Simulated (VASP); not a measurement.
# InAs (F-43m) in VASP: single point with PBE

Aim: the single point of InAs with PBE.

Everything below comes from runs of VASP 6.6.1. Logs are shortened: lines on timing, memory, paths and dates and some standing lists are left out, and cuts for length are marked.

**The experiment to reproduce.**

A printed reference work, data compilation reports, for a bulk crystal of InAs at 4.2 K: band gap 0.418 eV (direct).

The runs below are set against these values where they give the same quantity.

**1. The crystal as given**

Symmetry: F-43m, No. 216, cubic system. Conventional cell: a = 6.036 Å, b = 6.036 Å, c = 6.036 Å, α = 90.00°, β = 90.00°, γ = 90.00°. Around In (site symmetry -43m) lie 4 As at 2.61 Å. As (site symmetry -43m) has 4 In at 2.61 Å as nearest neighbours.

**2. Single point, PBE**

Input file INCAR:

```
PREC     = Accurate       # precision mode
ENCUT    = 520            # plane-wave cutoff, eV
EDIFF    = 1E-7           # SCF threshold, eV
ISMEAR   = -1             # smearing method
SIGMA    = 0.02           # smearing width, eV
LREAL    = F              # projectors in reciprocal space
LASPH    = T              # aspherical terms in the spheres
NELM     = 100            # most SCF steps
ALGO     = Normal         # electronic algorithm
ISIF     = 2              # what is computed and relaxed
LWAVE    = F              # write WAVECAR
LCHARG   = F              # write CHGCAR
GGA      = PE             # functional
NBANDS   = 16             # bands
```

Input file KPOINTS:

```
regular mesh
0
Gamma
  8 8 8
```

Input file POSCAR:

```
InAs
1.0
    0.0000000000      3.0180000000      3.0180000000
    3.0180000000      0.0000000000      3.0180000000
    3.0180000000      3.0180000000      0.0000000000
In As
1 1
Direct
    0.0000000000      0.0000000000      0.0000000000
    0.2500000000      0.2500000000      0.2500000000
```

Potentials or basis: VASP PAW PBE potentials, release 64 (In_d, As).

Started as:

```console
$ cat potpaw_PBE.64/In_d/POTCAR potpaw_PBE.64/As/POTCAR > POTCAR
$ mpirun -np 1 vasp_std > vasp.out
```

OUTCAR:

```text
PREC = Accurate
   ENCUT = 520
   EDIFF = 1E-7
   ISMEAR = -1
   LREAL = F
   LASPH = T
   NELM = 100
   ISIF = 2
   GGA = PE

 ion  position               nearest neighbor table
   1  0.000  0.000  0.000-   2 2.61   2 2.61   2 2.61   2 2.61
   2  0.250  0.250  0.250-   1 2.61   1 2.61   1 2.61   1 2.61

  LATTYP: Found a face centered cubic cell.
 ALAT       =     6.0360000000

  Lattice vectors:

 A1 = (   0.0000000000,   3.0180000000,   3.0180000000)
 A2 = (   3.0180000000,   0.0000000000,   3.0180000000)
 A3 = (   3.0180000000,   3.0180000000,   0.0000000000)

Analysis of symmetry for initial positions (statically):
=====================================================================
 Subroutine PRICEL returns:
 Original cell was already a primitive cell.

 Routine SETGRP: Setting up the symmetry group for a
 face centered cubic supercell.

 Subroutine GETGRP returns: Found 24 space group operations
 (whereof 24 operations were pure point group operations)
 out of a pool of 48 trial point group operations.

The static configuration has the point symmetry T_d .

Analysis of symmetry for dynamics (positions and initial velocities):
=====================================================================
 Subroutine PRICEL returns:
 Original cell was already a primitive cell.

 Routine SETGRP: Setting up the symmetry group for a
 face centered cubic supercell.

 Subroutine GETGRP returns: Found 24 space group operations
 (whereof 24 operations were pure point group operations)
 out of a pool of 48 trial point group operations.

The dynamic configuration has the point symmetry T_d .

 Subroutine INISYM returns: Found 24 space group operations
 (whereof 24 operations are pure point group operations),
 and found     1 'primitive' translations

----------------------------------------------------------------------------------------

                                     Primitive cell

  volume of cell :      54.9778

  direct lattice vectors                    reciprocal lattice vectors
     0.000000000  3.018000000  3.018000000    -0.165672631  0.165672631  0.165672631
     3.018000000  0.000000000  3.018000000     0.165672631 -0.165672631  0.165672631
     3.018000000  3.018000000  0.000000000     0.165672631  0.165672631 -0.165672631

  length of vectors
     4.268096531  4.268096531  4.268096531     0.286953414  0.286953414  0.286953414

  position of ions in fractional coordinates (direct lattice)
     0.000000000  0.000000000  0.000000000
     0.250000000  0.250000000  0.250000000

  ion indices of the primitive-cell ions
   primitive index   ion index
                 1           1
                 2           2

----------------------------------------------------------------------------------------

 KPOINTS: regular mesh

Automatic generation of k-mesh.
 Grid dimensions read from file:
 generate k-points for:    8    8    8

 Generating k-lattice:

  Cartesian coordinates                     Fractional coordinates (reciprocal lattice)
    -0.020709079  0.020709079  0.020709079     0.125000000  0.000000000  0.000000000
     0.020709079 -0.020709079  0.020709079     0.000000000  0.125000000  0.000000000
     0.020709079  0.020709079 -0.020709079     0.000000000  0.000000000  0.125000000

  Length of vectors
     0.035869177  0.035869177  0.035869177

  Shift w.r.t. Gamma in fractional coordinates (k-lattice)
     0.000000000  0.000000000  0.000000000

 Subroutine IBZKPT returns following result:
 ===========================================

 Found     29 irreducible k-points:

 Following reciprocal coordinates:
            Coordinates               Weight
  0.000000  0.000000  0.000000      1.000000
  0.125000  0.000000  0.000000      8.000000
  0.250000  0.000000  0.000000      8.000000
  0.375000  0.000000  0.000000      8.000000
  0.500000  0.000000  0.000000      4.000000
  0.125000  0.125000  0.000000      6.000000
[... 16 lines left out ...]
  0.500000  0.250000  0.125000     48.000000
 -0.375000  0.250000  0.125000     24.000000
 [... further k-points ...]
   k-points           NKPTS =     29   k-points in BZ     NKDIM =     29   number of bands    NBANDS=     16
   number of dos      NEDOS =    301   number of ions     NIONS =      2
   total plane-waves  NPLWV =  32768
   dimension x,y,z NGX =    32 NGY =   32 NGZ =   32
   dimension x,y,z NGXF=    64 NGYF=   64 NGZF=   64
   ions per type =               1   1
   NGX,Y,Z   is equivalent  to a cutoff of  12.46, 12.46, 12.46 a.u.
   NGXF,Y,Z  is equivalent  to a cutoff of  24.93, 24.93, 24.93 a.u.
 SYSTEM =  unknown system
   PREC   = accura    normal or accurate (medium, high low for compatibility)
   ISTART =      0    job   : 0-new  1-cont  2-samecut
   ICHARG =      2    charge: 1-file 2-atom 10-const
   ISPIN  =      1    spin polarized calculation?
   LNONCOLLINEAR =      F non collinear calculations
   LSORBIT =      F    spin-orbit coupling
   LASPH  =      T    aspherical Exc in radial PAW
   ENCUT  =  520.0 eV  38.22 Ry    6.18 a.u.   7.94  7.94  7.94*2*pi/ulx,y,z
   NELM   =    100;   NELMIN=  2; NELMDL= -5     # of ELM steps
   EDIFF  = 0.1E-06   stopping-criterion for ELM
   LREAL  =      F    real-space projection
   EDIFFG = 0.1E-05   stopping-criterion for IOM
   NSW    =      0    number of steps for IOM
   IBRION =     -1    ionic relax: 0-MD 1-quasi-New 2-CG
   NFREE  =      0    steps in history (QN), initial steepest desc. (CG)
   ISIF   =      2    stress and relaxation
   ISYM   =      2    0-nonsym 1-usesym 2-fastsym
   POTIM  = 0.5000    time-step for ionic-motion
   TEBEG  =    0.0;   TEEND  =   0.0 temperature during run
   PSTRESS=    0.0 pullay stress
   NELECT =      18.0000    total number of electrons
   NUPDOWN=      -1.0000    fix difference up-down
   EMIN   =  10.00;   EMAX   =-10.00  energy-range for DOS
   EFERMI =   0.00;   METHOD = LEGACY
   ISMEAR =    -1;   SIGMA  =   0.02  broadening in eV -4-tet -1-fermi 0-gaus
   EFERMI_NEDOS =   21; number of points for ismear=-14 and -15
   IALGO  =     38    algorithm
   IMIX   =      4    mixing-type and parameters
     AMIX     =   0.40;   BMIX     =  1.00
     AMIX_MAG =   1.60;   BMIX_MAG =  1.00
  volume/ion in A,a.u.               =      27.49       185.50
  Fermi-wavevector in a.u.,A,eV,Ry     =   1.128331  2.132236 17.321990  1.273130
  Thomas-Fermi vector in A             =   2.265020
   LORBIT       =      0    0 simple, 1 ext, 2 COOP (PROOUT), +10 PAW based schemes
   GGA     = PE    functional components
   LHFCALC =     F    Hartree Fock is set to
   AEXX    =    0.0000 exact exchange contribution
   IVDW    =     0    specifies the selected vdW correction
   LEPSILON=     F    determine dielectric tensor
   LRPA    =     F    only Hartree local field effects (RPA)
 non-spin polarized calculation
  energy-cutoff  :      520.00
  volume of cell :       54.98
 maximum number of plane-waves:      1494
   NGX = 15   NGY = 15   NGZ = 15

 number of electron      17.9999991 magnetization

 Free energy of the ion-electron system (eV)
  ---------------------------------------------------
  ext. energy  EPLUGINS =         0.00000000
  ---------------------------------------------------
  free energy    TOTEN  =        -7.66136215 eV

  energy without entropy =       -7.66121244  energy(sigma->0) =       -7.66128730

 E-fermi :   4.5780     XC(G=0):  -9.1165

 val. band max:        4.5641448517   @ k =   0.0000   0.0000   0.0000
 cond. band min:       5.5326482419   @ k =   0.5000   0.0000   0.0000
 fundamental gap:      0.9685033902
 Fermi energy:         4.5780267148

 k-point     1 :       0.0000    0.0000    0.0000
  band No.  band energies     occupation
      1      -9.8397      2.00000
      2      -9.8397      2.00000
      3      -9.8397      2.00000
      4      -9.7116      2.00000
      5      -9.7116      2.00000
      6      -7.3326      2.00000
[... 8 lines left out ...]
     15      14.2589      0.00000
     16      14.2589      0.00000

 k-point     2 :       0.1250    0.0000    0.0000
  band No.  band energies     occupation
      1      -9.8602      2.00000
      2      -9.8337      2.00000
      3      -9.8337      2.00000
      4      -9.7117      2.00000
      5      -9.7117      2.00000
      6      -7.1695      2.00000
[... 8 lines left out ...]
     15      13.3759      0.00000
     16      13.3759      0.00000

 k-point     3 :       0.2500    0.0000    0.0000
  band No.  band energies     occupation
      1      -9.9064      2.00000
      2      -9.8208      2.00000
      3      -9.8208      2.00000
      4      -9.7103      2.00000
      5      -9.7103      2.00000
      6      -6.7227      2.00000
[... 8 lines left out ...]
     15      13.1338      0.00000
     16      13.1338      0.00000

 k-point     4 :       0.3750    0.0000    0.0000
  band No.  band energies     occupation
      1      -9.9489      2.00000
      2      -9.8107      2.00000
      3      -9.8107      2.00000
      4      -9.7061      2.00000
      5      -9.7061      2.00000
      6      -6.1509      2.00000
[... 8 lines left out ...]
     15      14.0842      0.00000
     16      14.0842      0.00000
[... 324 lines left out ...]
 k-point    22 :       0.3750    0.2500    0.1250
  band No.  band energies     occupation
      1      -9.9446      2.00000
      2      -9.8052      2.00000
      3      -9.8004      2.00000
      4      -9.7236      2.00000
      5      -9.7018      2.00000
      6      -6.3572      2.00000
[... 8 lines left out ...]
     15      14.7188      0.00000
     16      15.3997      0.00000

 k-point    23 :       0.5000    0.2500    0.1250
  band No.  band energies     occupation
      1      -9.9718      2.00000
      2      -9.7996      2.00000
      3      -9.7891      2.00000
      4      -9.7210      2.00000
      5      -9.7019      2.00000
      6      -5.8442      2.00000
[... 8 lines left out ...]
     15      14.8991      0.00000
     16      15.7089      0.00000

 k-point    24 :      -0.3750    0.2500    0.1250
  band No.  band energies     occupation
      1      -9.9820      2.00000
      2      -9.7986      2.00000
      3      -9.7850      2.00000
      4      -9.7168      2.00000
      5      -9.7040      2.00000
      6      -5.5765      2.00000
[... 8 lines left out ...]
     15      14.9915      0.00000
     16      15.7168      0.00000

 [... further k-points ...]

------------------------ aborting loop because EDIFF is reached ----------------------------------------

  FORCE on cell =-STRESS in cart. coord.  units (eV):
  Direction    XX          YY          ZZ          XY          YZ          ZX
  --------------------------------------------------------------------------------------
  -------------------------------------------------------------------------------------
  Total        1.4979323      1.4979323      1.4979323      0.0000000      0.0000000      0.0000000
  in kB       43.6530985     43.6530985     43.6530985      0.0000000      0.0000000      0.0000000
  external PRESSURE =      43.6530985 kB  Pullay stress =       0.0000000 kB

 VOLUME and BASIS-vectors are now :
 -----------------------------------------------------------------------------
  energy-cutoff  :      520.00
  volume of cell :       54.98
      direct lattice vectors                 reciprocal lattice vectors
     0.000000000  3.018000000  3.018000000    -0.165672631  0.165672631  0.165672631
     3.018000000  0.000000000  3.018000000     0.165672631 -0.165672631  0.165672631
     3.018000000  3.018000000  0.000000000     0.165672631  0.165672631 -0.165672631

 POSITION                                       TOTAL-FORCE (eV/Angst)
 -----------------------------------------------------------------------------------
      0.00000      0.00000      0.00000         0.000000      0.000000      0.000000
      1.50900      1.50900      1.50900        -0.000000     -0.000000     -0.000000
 -----------------------------------------------------------------------------------
    total drift:                               -0.000000     -0.000000     -0.000000

  FREE ENERGIE OF THE ION-ELECTRON SYSTEM (eV)
  ---------------------------------------------------
  free  energy   TOTEN  =        -7.6613621507 eV

  energy  without entropy=       -7.6612124433  energy(sigma->0) =       -7.66128730
```

Run time: 9.5 s. Hardware: 1 thread of Intel Xeon 6975P-C (Granite Rapids), shared host; peak memory 0.18 GiB.

What came out:

- Free energy: -7.6614 eV
- Pressure: 4.4 GPa
- Band gap on the k mesh: none (metal or under the smearing width)

Caveat: this crystal is a semiconductor, whose small gap the functional closes, so the metal is an error of the method.

**3. Comparison with measurements**

Step 2. Measured gap of InAs: 0.418 eV (direct; 4.2 K; a printed reference work, data compilation). This calculation gives 0.00 eV (-0.42 eV). Spin-orbit coupling on As, In is left out. The value is that of PBE on a finite k mesh, which can miss the band edges, without temperature or zero-point motion. Semilocal functionals fall short of measured gaps as a rule.
